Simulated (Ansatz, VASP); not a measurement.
# Al in VASP and in Ansatz

INCAR

```
SYSTEM = Al
PREC = Accurate
ENCUT = 520
EDIFF = 1E-6
ISMEAR = -1
SIGMA = 0.05
LREAL = .FALSE.
LASPH = .TRUE.
NELM = 60
ALGO = Normal
ISIF = 2
LWAVE = .FALSE.
LCHARG = .FALSE.
GGA = PE
NBANDS = 14
```

File KPOINTS:

```
Automatic mesh
0
G
  10 10 7
  0 0 0
```

Contents of POSCAR:

```
Al
1.0
    3.7757770418      0.0000000000      0.0000000000
   -1.8878885209      3.2699188373      0.0000000000
    0.0000000000      0.0000000000      4.8760206718
Al
4
Direct
    0.0000000000      0.0000000000      0.0000000000
    0.0000000000      0.0000000000      0.5000000000
    0.3333333333      0.6666666667      0.2500000000
    0.6666666667      0.3333333333      0.7500000000
```

Input for Ansatz:

```yaml
crystal:
  lattice:
    - [3.7757770418, 0.0, 0.0]
    - [-1.8878885209, 3.2699188373, 0.0]
    - [0.0, 0.0, 4.8760206718]
  atoms:
    - { symbol: Al, position: [0.0, 0.0, 0.0] }
    - { symbol: Al, position: [0.0, 0.0, 0.5] }
    - { symbol: Al, position: [0.3333333333, 0.6666666667, 0.25] }
    - { symbol: Al, position: [0.6666666667, 0.3333333333, 0.75] }
kpoints:
  mp_grid: { grid: [10, 10, 7] }
scf:
  occupations: { method: fermi_dirac, width: 0.05 }
hamiltonian:
  xc: pbe
  pseudopotentials: { kind: all_electron, lapw: { basis_error: 0.001 } }
output:
  forces: true
  stress: true
  eigenvalues: true
  populations: true
```

Change from the starting cell: volume scaled by 0.75, LAPW.

Alike in both runs: task single point; functional PBE; k mesh 10 × 10 × 7; occupations fermi-dirac, width 0.05 eV; no spin polarisation.

|  | VASP | Ansatz |
| --- | --- | --- |
| version | VASP 6.6.1 | Ansatz 0.2.0 |
| potentials or method | VASP PAW PBE potentials, release 64 (Al) | all-electron LAPW, scalar-relativistic |
| plane-wave cutoff (eV) | 520 | see its input |

VASP gave:

| Property | Result |
| --- | --- |
| pressure (GPa) | 31.9 |

**Question.** Estimate Ansatz's values.

**Answer.** Pressure (GPa): 31.7.

Ansatz ran all-electron here, so the differences hold the error of VASP's frozen core and of both bases.

Caveats: so large a pressure means that the cell lies far from this level's equilibrium, or that cutoff or potentials fall short (VASP).
